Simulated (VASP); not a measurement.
MnO under changes of volume

One of the cells (14.624 Å³/atom); the others are scaled copies at fixed shape and fractional positions:

```xyz
2
Lattice="2.9910 -1.7284 0.0000 2.9910 1.7284 0.0000 -1.9978 0.0000 2.8289" Properties=species:S:1:pos:R:3 pbc="T T T"
Mn    1.9919    0.0000    1.4163
O     3.9872    0.0000    0.7054
```

The cell comes from a database or a generator and needn't be the stable form of this composition.

* Program: VASP 6.6.1
* Functional: PBE
* Potentials or basis: VASP PAW PBE potentials, release 64 (Mn_pv, O)
* Cutoff: 520 eV
* k mesh: 9 × 9 × 9
* Occupations: fermi-dirac, width 0.05 eV
* Spin: collinear spin, ferromagnetic start
* Starting moments: [4.0, 0.0] μB

| volume (Å³/atom) | energy over the lowest point (meV/atom) | pressure (GPa) | largest force (eV/Å) |
| --- | --- | --- | --- |
| 13.477 | 4.46 | 3.4 | 0.004 |
| 13.764 | 0.00 | 0.9 | 0.003 |
| 14.050 | 0.15 | -1.5 | 0.002 |
| 14.624 | 12.23 | -5.5 | 0.001 |
| 14.911 | 23.31 | -7.2 | 0.002 |
| 15.197 | ? | ? | ? |

What does the run at 15.197 Å³/atom give?

Energy over the lowest point 37.28 meV/atom; pressure -8.7 GPa; largest force 0.003 eV/Å.

Worked out: A Birch-Murnaghan fit of order 3 (a polynomial in V^(-2/3)) to the other rows has its minimum at 13.90 Å³/atom with B0 = V·E''(V) = 118 GPa and B' = 4.8 at fixed shape and positions, which overstates the stiffness. It gives 37.19 meV/atom at 15.197 Å³/atom, against the run's 37.28, and -dE/dV = -8.5 GPa, against -8.7.

Energies are extrapolated to zero smearing.

Caveats: a cell with one magnetic atom can't hold antiferromagnetic order, which such compounds often take.
